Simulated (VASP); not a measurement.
# BAs (Pm-3m) in VASP: notebook

Aim: see how the results for BAs move with the level of theory and the settings. Levels: AM05, PW91. Tasks: relaxation of cell and atoms.

Everything below comes from runs of VASP 6.6.1. Logs are shortened: lines on timing, memory, paths and dates and some standing lists are left out, and cuts for length are marked.

### Step 1. The structure

It takes space group Pm-3m (No. 221, cubic). Conventional cell: a = 2.934 Å, b = 2.934 Å, c = 2.934 Å, α = 90.00°, β = 90.00°, γ = 90.00°. B (site symmetry m-3m) has 8 As at 2.54 Å as nearest neighbours. As (site symmetry m-3m) is surrounded by 8 B at 2.54 Å.

The cell was built by a generator and needn't be a form met in nature.

### Step 2. Relaxation of cell and atoms, AM05

The input, INCAR:

```
SYSTEM = BAs
  PREC = Accurate
  ENCUT = 600
  EDIFF = 1E-6
  ISMEAR = -1
  SIGMA = 0.05
  LREAL = .False.
  LASPH = .True.
  NELM = 100
  ALGO = Fast
  ISIF = 3
  LWAVE = .False.
  LCHARG = .False.
  GGA = AM
  IBRION = 2
  NSW = 60
  EDIFFG = -0.01
```

The input, KPOINTS:

```
regular mesh
0
Gamma
  9 9 9
  0 0 0
```

The input, POSCAR:

```
BAs
1.0
    2.9343700000      0.0000000000      0.0000000000
    0.0000000000      2.9343700000      0.0000000000
    0.0000000000      0.0000000000      2.9343700000
B As
1 1
Direct
    0.5000000000      0.5000000000      0.5000000000
    0.0000000000      0.0000000000      0.0000000000
```

Potentials or basis: VASP PAW PBE potentials, release 64 (B, As).

Started as:

```
$ cat potpaw_PBE.64/B/POTCAR potpaw_PBE.64/As/POTCAR > POTCAR
$ mpirun -np 1 vasp_std > vasp.out
```

OUTCAR:

```text
SYSTEM = BAs
   PREC = Accurate
   ENCUT = 600
   EDIFF = 1E-6
   ISMEAR = -1
   LREAL = .False.
   LASPH = .True.
   NELM = 100
   ISIF = 3
   GGA = AM
   IBRION = 2
   NSW = 60
   EDIFFG = -0.01

 ion  position               nearest neighbor table
   1  0.500  0.500  0.500-   2 2.54   2 2.54   2 2.54   2 2.54   2 2.54   2 2.54   2 2.54   2 2.54

   2  0.000  0.000  0.000-   1 2.54   1 2.54   1 2.54   1 2.54   1 2.54   1 2.54   1 2.54   1 2.54

  LATTYP: Found a simple cubic cell.
 ALAT       =     2.9343700000

  Lattice vectors:

 A1 = (   2.9343700000,   0.0000000000,   0.0000000000)
 A2 = (   0.0000000000,   2.9343700000,   0.0000000000)
 A3 = (   0.0000000000,   0.0000000000,   2.9343700000)

Analysis of symmetry for initial positions (statically):
=====================================================================
 Subroutine PRICEL returns:
 Original cell was already a primitive cell.

 Routine SETGRP: Setting up the symmetry group for a
 simple cubic supercell.

 Subroutine GETGRP returns: Found 48 space group operations
 (whereof 48 operations were pure point group operations)
 out of a pool of 48 trial point group operations.

The static configuration has the point symmetry O_h .

Analysis of symmetry for dynamics (positions and initial velocities):
=====================================================================
 Subroutine PRICEL returns:
 Original cell was already a primitive cell.

 Routine SETGRP: Setting up the symmetry group for a
 simple cubic supercell.

 Subroutine GETGRP returns: Found 48 space group operations
 (whereof 48 operations were pure point group operations)
 out of a pool of 48 trial point group operations.

The dynamic configuration has the point symmetry O_h .

 Subroutine INISYM returns: Found 48 space group operations
 (whereof 48 operations are pure point group operations),
 and found     1 'primitive' translations

----------------------------------------------------------------------------------------

                                     Primitive cell

  volume of cell :      25.2665

  direct lattice vectors                    reciprocal lattice vectors
     2.934370000  0.000000000  0.000000000     0.340788653  0.000000000  0.000000000
     0.000000000  2.934370000  0.000000000     0.000000000  0.340788653  0.000000000
     0.000000000  0.000000000  2.934370000     0.000000000  0.000000000  0.340788653

  length of vectors
     2.934370000  2.934370000  2.934370000     0.340788653  0.340788653  0.340788653

  position of ions in fractional coordinates (direct lattice)
     0.500000000  0.500000000  0.500000000
     0.000000000  0.000000000  0.000000000

  ion indices of the primitive-cell ions
   primitive index   ion index
                 1           1
                 2           2

----------------------------------------------------------------------------------------

 KPOINTS: regular mesh

Automatic generation of k-mesh.
 Grid dimensions read from file:
 generate k-points for:    9    9    9

 Generating k-lattice:

  Cartesian coordinates                     Fractional coordinates (reciprocal lattice)
     0.037865406  0.000000000  0.000000000     0.111111111  0.000000000  0.000000000
     0.000000000  0.037865406  0.000000000     0.000000000  0.111111111  0.000000000
     0.000000000  0.000000000  0.037865406     0.000000000  0.000000000  0.111111111

  Length of vectors
     0.037865406  0.037865406  0.037865406

  Shift w.r.t. Gamma in fractional coordinates (k-lattice)
     0.000000000  0.000000000  0.000000000

 Subroutine IBZKPT returns following result:
 ===========================================

 Found     35 irreducible k-points:

 Following reciprocal coordinates:
            Coordinates               Weight
  0.000000  0.000000  0.000000      1.000000
  0.111111  0.000000  0.000000      6.000000
  0.222222  0.000000  0.000000      6.000000
  0.333333  0.000000  0.000000      6.000000
  0.444444  0.000000  0.000000      6.000000
  0.111111  0.111111  0.000000     12.000000
[... 16 lines left out ...]
  0.333333  0.333333  0.111111     24.000000
  0.444444  0.333333  0.111111     48.000000
 [... further k-points ...]
   k-points           NKPTS =     35   k-points in BZ     NKDIM =     35   number of bands    NBANDS=      8
   number of dos      NEDOS =    301   number of ions     NIONS =      2
   total plane-waves  NPLWV =  13824
   dimension x,y,z NGX =    24 NGY =   24 NGZ =   24
   dimension x,y,z NGXF=    48 NGYF=   48 NGZF=   48
   ions per type =               1   1
   NGX,Y,Z   is equivalent  to a cutoff of  13.60, 13.60, 13.60 a.u.
   NGXF,Y,Z  is equivalent  to a cutoff of  27.19, 27.19, 27.19 a.u.
 SYSTEM =  BAs
   PREC   = accura    normal or accurate (medium, high low for compatibility)
   ISTART =      0    job   : 0-new  1-cont  2-samecut
   ICHARG =      2    charge: 1-file 2-atom 10-const
   ISPIN  =      1    spin polarized calculation?
   LNONCOLLINEAR =      F non collinear calculations
   LSORBIT =      F    spin-orbit coupling
   LASPH  =      T    aspherical Exc in radial PAW
   ENCUT  =  600.0 eV  44.10 Ry    6.64 a.u.   5.86  5.86  5.86*2*pi/ulx,y,z
   NELM   =    100;   NELMIN=  2; NELMDL= -5     # of ELM steps
   EDIFF  = 0.1E-05   stopping-criterion for ELM
   LREAL  =      F    real-space projection
   EDIFFG = -.1E-01   stopping-criterion for IOM
   NSW    =     60    number of steps for IOM
   IBRION =      2    ionic relax: 0-MD 1-quasi-New 2-CG
   NFREE  =      1    steps in history (QN), initial steepest desc. (CG)
   ISIF   =      3    stress and relaxation
   ISYM   =      2    0-nonsym 1-usesym 2-fastsym
   POTIM  = 0.5000    time-step for ionic-motion
   TEBEG  =    0.0;   TEEND  =   0.0 temperature during run
   PSTRESS=    0.0 pullay stress
   NELECT =       8.0000    total number of electrons
   NUPDOWN=      -1.0000    fix difference up-down
   EMIN   =  10.00;   EMAX   =-10.00  energy-range for DOS
   EFERMI =   0.00;   METHOD = LEGACY
   ISMEAR =    -1;   SIGMA  =   0.05  broadening in eV -4-tet -1-fermi 0-gaus
   EFERMI_NEDOS =   21; number of points for ismear=-14 and -15
   IALGO  =     68    algorithm
   IMIX   =      4    mixing-type and parameters
     AMIX     =   0.40;   BMIX     =  1.00
     AMIX_MAG =   1.60;   BMIX_MAG =  1.00
  volume/ion in A,a.u.               =      12.63        85.25
  Fermi-wavevector in a.u.,A,eV,Ry     =   1.115809  2.108574 16.939665  1.245030
  Thomas-Fermi vector in A             =   2.252417
   LORBIT       =      0    0 simple, 1 ext, 2 COOP (PROOUT), +10 PAW based schemes
   GGA     = AM    functional components
   LHFCALC =     F    Hartree Fock is set to
   AEXX    =    0.0000 exact exchange contribution
   IVDW    =     0    specifies the selected vdW correction
   LEPSILON=     F    determine dielectric tensor
   LRPA    =     F    only Hartree local field effects (RPA)
 conjugate gradient relaxation of ions
 non-spin polarized calculation
 RMM-DIIS sequential band-by-band and
  energy-cutoff  :      600.00
  volume of cell :       25.27
 maximum number of plane-waves:       861
 NGX is ok and might be reduce to    24
   NGX = 11   NGY = 11   NGZ = 11

--------------------------------------- Ionic step        1  -------------------------------------------

 number of electron       8.0000000 magnetization

 Free energy of the ion-electron system (eV)
  ---------------------------------------------------
  ext. energy  EPLUGINS =         0.00000000
  ---------------------------------------------------
  free energy    TOTEN  =        -8.96695300 eV

  energy without entropy =       -8.95650054  energy(sigma->0) =       -8.96172677

------------------------ aborting loop because EDIFF is reached ----------------------------------------

  FORCE on cell =-STRESS in cart. coord.  units (eV):
  Direction    XX          YY          ZZ          XY          YZ          ZX
  --------------------------------------------------------------------------------------
  -------------------------------------------------------------------------------------
  Total       -0.8188354     -0.8188354     -0.8188354     -0.0000000      0.0000000     -0.0000000
  in kB      -51.9233346    -51.9233346    -51.9233346     -0.0000000      0.0000000     -0.0000000
  external PRESSURE =     -51.9233346 kB  Pullay stress =       0.0000000 kB
[... 57 lines left out ...]
  energy  without entropy=       -8.9765496133  energy(sigma->0) =       -8.98138198

--------------------------------------- Ionic step        3  -------------------------------------------

 number of electron       8.0000001 magnetization

 Free energy of the ion-electron system (eV)
  ---------------------------------------------------
  ext. energy  EPLUGINS =         0.00000000
  ---------------------------------------------------
  free energy    TOTEN  =        -8.98741869 eV

  energy without entropy =       -8.97770928  energy(sigma->0) =       -8.98256399

 E-fermi :   7.5768     XC(G=0): -11.7332

 val. band max:        7.5080914854   @ k =   0.4444   0.2222   0.2222
 cond. band min:       7.6051105693   @ k =   0.2222   0.0000   0.0000
 fundamental gap:      0.0970190839
 Fermi energy:         7.5767883992

 k-point     1 :       0.0000    0.0000    0.0000
  band No.  band energies     occupation
      1      -8.5816      2.00000
      2       6.7713      2.00000
      3       6.7713      2.00000
      4       6.7713      2.00000
      5       7.9727      0.00073
      6      13.1379      0.00000
      7      13.1379      0.00000
      8      17.5707      0.00000
[... 243 lines left out ...]
 k-point    24 :       0.4444    0.3333    0.1111
  band No.  band energies     occupation
      1      -3.7044      2.00000
      2      -0.4638      2.00000
      3       2.6930      2.00000
      4       5.0437      2.00000
      5       9.6859      0.00000
      6      11.1409      0.00000
      7      14.2584      0.00000
      8      14.8082      0.00000

 [... further k-points ...]
[... 5 lines left out ...]
  --------------------------------------------------------------------------------------
  -------------------------------------------------------------------------------------
  Total        0.0035327      0.0035327      0.0035327      0.0000000     -0.0000000      0.0000000
  in kB        0.2351653      0.2351653      0.2351653      0.0000000     -0.0000000      0.0000000
  external PRESSURE =       0.2351653 kB  Pullay stress =       0.0000000 kB
[... 17 lines left out ...]
  FREE ENERGIE OF THE ION-ELECTRON SYSTEM (eV)
  ---------------------------------------------------
  free  energy   TOTEN  =        -8.9874186947 eV

  energy  without entropy=       -8.9777092822  energy(sigma->0) =       -8.98256399

 reached required accuracy - stopping structural energy minimisation
```

Run time: 15 s. Hardware: 1 thread of Intel Xeon Platinum 8488C (Sapphire Rapids), shared host; peak memory 0.14 GiB.

Results:

```yaml
Free_energy: -8.9874 eV
Relaxed_volume: 12.03 Å³/atom
Relaxed_cell: a = 2.887 Å, b = 2.887 Å, c = 2.887 Å, α = 90.00°, β = 90.00°, γ = 90.00°
Space_group_after_relaxing_to_0.05_Å: Pm-3m (No. 221)
Energy_gained_by_relaxing: 10.2 meV/atom
Ionic_steps: 3
Pressure_after_relaxing: 0.0 GPa
Band_gap_on_the_k_mesh: none (metal or under the smearing width)
```

The path:
```csv
step,energy change (eV),largest force (eV/Å),pressure (GPa),volume (Å³)
1,0.0000,0.0000,-5.19,25.27
2,-0.0193,0.0000,1.43,23.80
3,-0.0205,0.0000,0.02,24.07
```

Final structure:
```yaml
crystal:
  lattice:
    - [2.88722, 0.00000, 0.00000]
    - [0.00000, 2.88722, 0.00000]
    - [0.00000, 0.00000, 2.88722]
  atoms:
    - { symbol: B, position: [0.50000, 0.50000, 0.50000] }
    - { symbol: As, position: [0.00000, 0.00000, 0.00000] }
```

Caveat: the PAW data sets were made with another functional, which shifts forces and pressure a little.

### Step 3. Relaxation of cell and atoms, PW91

INCAR, as its differences from that of step 2:

```diff
@@ -13,3 +13,3 @@
   LCHARG = .False.
-  GGA = AM
+  GGA = 91
   IBRION = 2
```

KPOINTS is that of step 2.

POSCAR is that of step 2.

Potentials or basis: VASP PAW PBE potentials, release 64 (B, As).

Started as:

```
$ cat potpaw_PBE.64/B/POTCAR potpaw_PBE.64/As/POTCAR > POTCAR
$ mpirun -np 1 vasp_std > vasp.out
```

Wall time 12 s (1 thread of Intel Xeon Platinum 8488C (Sapphire Rapids), shared host); peak memory 0.13 GiB.

The run converged. Its results:

| Item | Value |
| --- | --- |
| Free energy | -8.2998 eV |
| Relaxed volume | 12.86 Å³/atom |
| Relaxed cell | a = 2.952 Å, b = 2.952 Å, c = 2.952 Å, α = 90.00°, β = 90.00°, γ = 90.00° |
| Space group after relaxing (to 0.05 Å) | Pm-3m (No. 221) |
| Energy gained by relaxing | 1.2 meV/atom |
| Ionic steps | 3 |
| Pressure after relaxing | 0.0 GPa |
| Band gap on the k mesh | none (metal or under the smearing width) |

Step by step:
| step | energy change (eV) | largest force (eV/Å) | pressure (GPa) | volume (Å³) |
| --- | --- | --- | --- | --- |
| 1 | 0.0000 | 0.0000 | 1.80 | 25.27 |
| 2 | -0.0024 | 0.0000 | -0.29 | 25.79 |
| 3 | -0.0025 | 0.0000 | 0.01 | 25.71 |

Final structure:
```
CELL_PARAMETERS angstrom
2.95153 0.00000 0.00000
0.00000 2.95153 0.00000
0.00000 0.00000 2.95153
ATOMIC_POSITIONS crystal
B 0.50000 0.50000 0.50000
As 0.00000 0.00000 0.00000
```

Levels at points of the mesh, in eV from the Fermi level:
```tsv
k point	band 1	band 2	band 3	band 4	band 5	band 6	band 7	band 8
(0.00, 0.00, 0.00)	-15.44	-0.71	-0.71	-0.71	-0.29	5.87	5.87	9.21
```

Caveat: the PAW data sets were made with another functional, which shifts forces and pressure a little.

### Step 4. For comparison

An earlier run on the cell as given: functional PBE; potentials or basis VASP PAW PBE potentials, release 64 (B, As); cutoff 520 eV; k mesh 9 × 9 × 9; occupations fermi-dirac, width 0.05 eV; no spin polarisation.

- Pressure: 0.5 GPa
- Band gap on the k mesh: none (metal or under the smearing width)

### Step 5. The runs side by side

| task | level | cell | cutoff (eV) | gap on the mesh (eV) | pressure (GPa) | relaxed volume (Å³/atom) |
| --- | --- | --- | --- | --- | --- | --- |
| relaxation of cell and atoms | AM05 | relaxed | 600 | none | 0.0 | 12.03 |
| relaxation of cell and atoms | PW91 | relaxed | 600 | none | 0.0 | 12.86 |
| single point | PBE | as given | 520 | none | 0.5 | - |

Alike in all rows: potentials or basis VASP PAW PBE potentials, release 64 (B, As); no spin polarisation; k mesh 9 × 9 × 9; smearing fermi-dirac 0.05 eV.

Caveats: the PAW data sets were made with another functional, which shifts forces and pressure a little (some runs).

Total energies depend on the potentials used, so only differences within one code and one set of settings carry meaning.
